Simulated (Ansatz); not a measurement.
# RbBr (Fm-3m) in Ansatz: further runs

One crystal, RbBr, is run at these levels: HSE06 form with a typed share of exact exchange; tasks: single point.

Program: Ansatz 0.2.0. These are calculated values, not measurements. Logs are shortened: lines on timing, memory, paths and dates and some standing lists are left out, and cuts for length are marked.

## (1) Starting point

Symmetry: Fm-3m, No. 225, cubic system. The conventional cell has a = 6.854 Å, b = 6.854 Å, c = 6.854 Å, α = 90.00°, β = 90.00°, γ = 90.00°. Rb (site symmetry m-3m) has 6 Br at 3.43 Å as nearest neighbours. Br (site symmetry m-3m) has 6 Rb at 3.43 Å as nearest neighbours.

## (2) Single point, HSE06 form with a typed share of exact exchange

Input file input.yaml:

```yaml
crystal:
  lattice:
    - [0.0, 3.427, 3.427]
    - [3.427, 0.0, 3.427]
    - [3.427, 3.427, 0.0]
  atoms:
    - { symbol: Rb, position: [0.0, 0.0, 0.0] }
    - { symbol: Br, position: [0.5, 0.5, 0.5] }
hamiltonian:
  xc: { exchange: pbe, correlation: pbe, exx: { coeff: 0.25, omega: 0.1 } }
  pseudopotentials: { kind: paw }
kpoints:
  mp_grid: { grid: [4, 4, 4] }
scf:
  occupations: { method: fermi_dirac, width: 0.05 }
output:
  forces: true
  stress: true
  eigenvalues: true
```

Potentials or basis: Ansatz PAW.

Command:

```console
> ansatz run input.yaml --threads 2 --pin off --max-ram 5632MiB --backend cpu --events-out ev --progress --plain --runs-dir out
```

The log of the run:

```text
Warning: output.stress: scf.convergence.dr2_threshold = 1e-7 eV (the SCF's general default) is looser than the 2e-10 eV advised for a printed stress (1e-10 eV for each atom of the cell: 2). What an SCF threshold leaves in a stress goes as its square root, and in the free energy as the threshold itself, and one threshold admits the most on a small cell: of the crystals measured, under no hybrid functional and no lock of the moments, on runs that ended without the residual-converged pass, on stresses that held no estimate of that error, the worst erred by over 100 MPa in a component at 1e-7 eV an atom and by under 5 at 1e-10. Set scf.convergence.dr2_threshold to 2e-10 eV or tighter. The threshold is an SCF's pass mark: one that does not reach it within its budget of iterations ends unconverged, or closes short of it on a stop that the run arms, and scf.convergence.dr2_threshold's page says what that costs each kind of run
Warning: output.stress: scf.exx.energy_threshold = 1e-6 eV is looser than the 2e-8 eV advised for a stress under a hybrid functional (1e-8 eV for each atom of the cell: 2). Every SCF of the exchange loop can meet its threshold on dr2 while the loop round them stops early: no threshold on dr2 bounds what that leaves in the stress. Set scf.exx.energy_threshold to 2e-8 eV or tighter. The threshold is the loop's pass mark: a loop that does not reach it within its budget of cycles ends unconverged, and scf.exx.energy_threshold's page has the law
Warning: RAYON_NUM_THREADS=2 ignored (pool sized by the plan → 2); use --threads N
exact exchange: scf.exx.singularity resolves to wigner_seitz, which cuts the screened interaction at the faces of the exchange supercell's Wigner-Seitz cell, so that each pair interacts once, at the shortest of its separations (the periodic images that this leaves out come, for a point-like exchange hole, to about 0.014 eV on a filled level). The cut falls within the interaction's reach, and what an exchange supercell this small leaves in the energy, the band gaps and, where it is computed, the pressure is not bounded here. The exchange supercell (the smallest cell that an SCF of this deck is solved on times the 4×4×4 mesh of the exchange sum) has its nearest image at L = 19.39 Å, 1.94 times the interaction's range 1/ω = 10.00 Å. A denser mesh of the exchange sum (kpoints.mp_grid; where a k-mesh is refused, the cell repeated along its short axes), shrinks what is left. The k-mesh (kpoints.mp_grid) can leave an error of its own, as it does under a semilocal functional: two runs of this structure under PBE, one on that k-mesh and one on a denser one or on the cell repeated (per cell), show about how large it is in the energy; in a metal the hybrid's can be larger than they show. Converge the k-mesh under the hybrid itself. See scf.exx.q_mesh
Engine: ansatz 0.2.0, x86_64-unknown-linux-gnu
Pseudopotentials: kind: paw
Pseudopotential: Rb, paw, valence charge 9, recommended cutoff 420 eV (normal), Rb.paw.azcp
Pseudopotential: Br, paw, valence charge 7, recommended cutoff 420 eV (normal), Br.paw.azcp
Functional definition: unnamed
  parameter a_1 = 0.25
  parameter omega_1 = 0.1/angstrom
  exchange = pbe_x + (-a_1)*pbe_x_sr(omega_1) + a_1*exact_x_sr(omega_1)
  correlation = pbe_c
Crystal: 2 atoms, lattice volume = 80.496 Å³
Basis set: ecut = 420 eV, 1591 PW (Γ), exchange–correlation on 72×72×72 points (8 copies of the dense FFT grid, shifted against one another)
Bands: 12, of which v1, the nominal top of the filled ones, is band 8 counted from 1 (7 counted from 0)
Symmetry: 48 space group operations
Space group: Fm-3m (ITA 225), of the structure as read, at distance tolerance 4.3e-5 Å
k-points: 8 of 64
Non-local potential: Rb, projectors of the file, l = 0: 3, l = 1: 2, l = 2: 2
Non-local potential: Br, projectors of the file, l = 0: 2, l = 1: 2, l = 2: 2
PAW form: soft (Blöchl's): semilocal exchange-correlation on the pseudo side does not see the compensation charge
PAW frozen core: Rb, regenerated for the run's functional, and the local potential with it (the file was generated under x = pbe(κ = 0.804, μ = 0.2195149727645171), c = pbe(β = 0.06672455060314922))
PAW frozen core: Br, regenerated for the run's functional, and the local potential with it (the file was generated under x = pbe(κ = 0.804, μ = 0.2195149727645171), c = pbe(β = 0.06672455060314922))
PAW one-centre angular grid: Rb, 110 points (default); XC on 64 Gauss nodes
PAW one-centre angular grid: Br, 110 points (default); XC on 64 Gauss nodes
Initial density: superposition of atomic densities (neutral atoms: chi_scale 0, normalization atom), corrected by the library's trained network
Initial wavefunctions: pseudopotential atomic-orbital guess
Functional: x = pbe(κ = 0.804, μ = 0.2195149727645171), c = pbe(β = 0.06672455060314922), warm-up for x = pbe(κ = 0.804, μ = 0.2195149727645171) + 0.25 (exact − pbe) at short range (hse, ω = 0.1 Å⁻¹), c = pbe(β = 0.06672455060314922)
SCF iter   1: F=—  HF=-6054.049020 eV  |F-HF|=—  |Δ(HF+E_count)|=         —  Δρ=1.39e-3  dr2=2.16e-3  ethr=1.77e-3  ⟨swp⟩=10.8  Hψ=497  notcnv=0
preconditioner: auto → none  [insulator: Δε(μ)=4.331 eV  Ē_g=13.319 eV  σ=0.050 eV  W_gap=1.00  n_scr=14 (ndim 8)  ℏωp=15.5 eV  f_vac=0.082  D(μ)=0.00/eV (n_scr^D=0)]
iter 2 solved again at ethr=3.15e-7 eV; its pass at ethr=1.35e-5 eV (dr2=5.04e-5 eV) is discarded
SCF iter   2: F=-6054.048631 eV  HF=-6054.048648 eV  |F-HF|=1.72e-5  |Δ(HF+E_count)|=   3.72e-4  Δρ=2.73e-4  dr2=5.27e-5  ethr=3.15e-7  ⟨swp⟩=3.0  Hψ=462  notcnv=0
SCF 1 stopped early in 2 iterations: F = -6054.048631 eV  dr2 = 5.27e-5
Initial density: handed on by an earlier stage of this run
Initial wavefunctions: those handed on with the density
Functional: x = pbe(κ = 0.804, μ = 0.2195149727645171) + 0.25 (exact − pbe) at short range (hse, ω = 0.1 Å⁻¹), c = pbe(β = 0.06672455060314922)
Exchange kernel: α = 0.2500, screened, ω = 0.1000 Å⁻¹, Wigner–Seitz truncation, v(0) = 3526.3948 eV·Å³, q-mesh 4×4×4, nearest image of the exchange supercell L = 19.39 Å, pair-density grid 18×18×18, without the augmentation charges, whose exchange is taken in its separable form by FFT convolution over the k-point mesh (sized by the pseudopotential files, 27×27×27 at the most), smooth part of the exact exchange by density-matrix convolution
Frozen-core exchange: fock
SCF iter   1: F=—  HF=-6058.607902 eV  |F-HF|=—  |Δ(HF+E_count)|=         —  Δρ=2.50e-3  dr2=4.65e-3  ethr=3.29e-6  ⟨swp⟩=8.5  Hψ=489  notcnv=0
preconditioner: auto → none  [insulator: Δε(μ)=5.877 eV  Ē_g=15.374 eV  σ=0.050 eV  W_gap=1.00  n_scr=14 (ndim 8)  ℏωp=15.5 eV  f_vac=0.081  D(μ)=0.00/eV (n_scr^D=0)]
SCF iter   2: F=—  HF=-6058.606482 eV  |F-HF|=—  |Δ(HF+E_count)|=   1.42e-3  Δρ=1.12e-3  dr2=8.26e-4  ethr=3.29e-6  ⟨swp⟩=3.0  Hψ=209  notcnv=0
SCF iter   3: F=—  HF=-6058.608641 eV  |F-HF|=—  |Δ(HF+E_count)|=   2.16e-3  Δρ=4.16e-4  dr2=2.01e-4  ethr=3.29e-6  ⟨swp⟩=3.4  Hψ=218  notcnv=0
SCF iter   4: F=—  HF=-6058.608582 eV  |F-HF|=—  |Δ(HF+E_count)|=   5.90e-5  Δρ=3.62e-5  dr2=3.50e-6  ethr=1.18e-6  ⟨swp⟩=3.0  Hψ=183  notcnv=0
SCF iter   5: F=-6058.608608 eV  HF=-6058.608608 eV  |F-HF|=5.26e-7  |Δ(HF+E_count)|=   2.61e-5  Δρ=2.73e-5  dr2=1.31e-6  ethr=4.57e-9  ⟨swp⟩=4.6  Hψ=305  notcnv=0
SCF 2 stopped early in 5 iterations: F = -6058.608608 eV  dr2 = 1.31e-6
hybrid outer 1: dexx = +2.835e-3 eV, tail = 1.07e-5 eV
Exchange kernel: α = 0.2500, screened, ω = 0.1000 Å⁻¹, Wigner–Seitz truncation, v(0) = 3526.3948 eV·Å³, q-mesh 4×4×4, nearest image of the exchange supercell L = 19.39 Å, pair-density grid 18×18×18, without the augmentation charges, whose exchange is taken in its separable form by FFT convolution over the k-point mesh (sized by the pseudopotential files, 27×27×27 at the most), smooth part of the exact exchange by density-matrix convolution
Frozen-core exchange: fock
SCF iter   1: F=—  HF=-6058.608878 eV  |F-HF|=—  |Δ(HF+E_count)|=         —  Δρ=2.26e-5  dr2=1.41e-7  ethr=3.35e-7  ⟨swp⟩=4.6  Hψ=272  notcnv=0
preconditioner: auto → none  [insulator: Δε(μ)=5.867 eV  Ē_g=15.374 eV  σ=0.050 eV  W_gap=1.00  n_scr=14 (ndim 8)  ℏωp=15.5 eV  f_vac=0.087  D(μ)=0.00/eV (n_scr^D=0)]
SCF iter   2: F=—  HF=-6058.608878 eV  |F-HF|=—  |Δ(HF+E_count)|=   3.71e-9  Δρ=8.60e-6  dr2=2.18e-8  ethr=8.58e-10  ⟨swp⟩=3.0  Hψ=216  notcnv=0
SCF iter   3: F=-6058.608878 eV  HF=-6058.608879 eV  |F-HF|=4.86e-9  |Δ(HF+E_count)|=   5.67e-9  Δρ=2.48e-6  dr2=9.63e-9  ethr=1.16e-10  ⟨swp⟩=3.1  Hψ=210  notcnv=0
SCF 3 converged in 3 iterations: F = -6058.608878 eV  dr2 = 9.63e-9
  Residual-converged pass: ⟨swp⟩=3.4  Hψ=219  notcnv=0  max |occ|·‖R‖ = 1.3e-6 eV (tolerance 2.4e-6 eV)  dr2=9.64e-9  dr2_onsite=2.99e-10  max |Δocc| = 0.0e0
hybrid outer 2: dexx = +1.446e-7 eV, tail = 2.37e-8 eV, Δε = 1.58e-3 eV (about 7.16e-5 eV left of the loop's levels)
hybrid SCF converged: 2 outer / 8 inner (+2 warm-up), last move |dexx| = 1.45e-7 eV, tail = 2.37e-8 eV
Stability not checked: this state was not tested for a lower state beside it, because the functional holds exact exchange (a hybrid, or Hartree-Fock), whose exchange loop this test does not read (fock_operator; see scf.lower_state_search)
Free energy (F): -6058.608879 eV
Frozen-core exchange: fock
Harris-Foulkes:  -6058.608879 eV  (|F-HF|=4.86e-9)
Internal energy: -6058.608879 eV  (E = F + TS)
E sigma→0 (E₀):  -6058.608879 eV
Fermi energy:    3.139564 eV
--- Per-component energies (eV) ---
  E_band       = -132.996920
  E_kinetic    = 327.344192
  E_local      = -798.413200  (includes V_loc(G=0)·N_el)
  E_nonlocal   = 242.417871
  E_hartree    = 206.353227
  E_xc         = -309.053794
  E_vxc        = -190.461846  (∫ρ·V_xc dr)
  E_exx        = -36.703521  (= α·E_x^exact, valence–valence)
  E_paw        = -4919.480007  (= ΣΔE_a)
  E_vpaw       = -53.181787  (= ΣTr[D̂ρ^β])
  E_aug_tail   = -0.000001  (compensation charges beyond the density's cutoff)
  E_ewald      = -770.339449
  E_core_change = -0.734196  (= ΣΔE_core)
  E_smearing   = -0.000000  (= −TS)
  E_closure    = -0.000001  (closes the sum)
  Σ components = -6058.608879   (vs F -6058.608879, Δ=0.00e0)
--- Forces (eV/Å), atoms counted from 1 ---
  atom   1  Rb    -0.00000000     0.00000000     0.00000000
  atom   2  Br     0.00000000     0.00000000     0.00000000
  max |Σ_I F_I| component: 4.54e-30 eV/Å
--- Stress (GPa, compression-positive) ---
        0.752270       0.000000      -0.000000
        0.000000       0.752270       0.000000
       -0.000000       0.000000       0.752270
  P = ⅓ Tr σ = 0.7523 GPa (7.523 kbar)
--- Band table (eV; the first three rows and the last of 8) ---
  k-point 0: bands = ["-25.9797", "-13.0483", "-8.8752", "-8.8752", "-8.8752", "0.1653", "0.1653", "0.1653", "6.0320", "9.0725", "9.0725", "9.0725"]
  k-point 1: bands = ["-25.9745", "-13.0694", "-8.8775", "-8.8775", "-8.8434", "-0.4129", "-0.0292", "-0.0292", "7.3255", "8.8872", "9.8309", "9.8309"]
  k-point 2: bands = ["-25.9692", "-13.0901", "-8.8796", "-8.8796", "-8.8118", "-0.8761", "-0.2103", "-0.2103", "8.4750", "9.5078", "11.4533", "11.4533"]
  k-point 7: bands = ["-25.9662", "-13.0155", "-9.0110", "-9.0110", "-8.8495", "-0.3563", "-0.2093", "-0.2093", "8.8017", "8.8017", "10.1210", "10.5599"]
```

It took 9.2 s on 2 threads of AMD EPYC 7R32 (Zen 2), shared host; peak memory 0.81 GiB.

Results:

```
Free energy            : -6058.6089 eV
Pressure               : 0.8 GPa
Band gap on the k mesh : 5.87 eV, direct
```

Levels at points of the mesh, in eV from the valence-band top:
```
             k point  band 6  band 7  band 8  band 9  band 10  band 11
  (0.00, 0.00, 0.00)    0.00    0.00    0.00    5.87     8.91     8.91
 (0.00, 0.00, -0.50)   -1.04   -0.38   -0.38    8.31     9.34    11.29
(0.00, -0.50, -0.50)   -0.51   -0.17   -0.17    7.10     8.78    10.79
```

Caveat: the PAW data sets come from PBE, with cores solved anew for the run's functional, which leaves a small shift of forces and pressure; the thresholds are loose for stress.

[end of part 1 of 2]
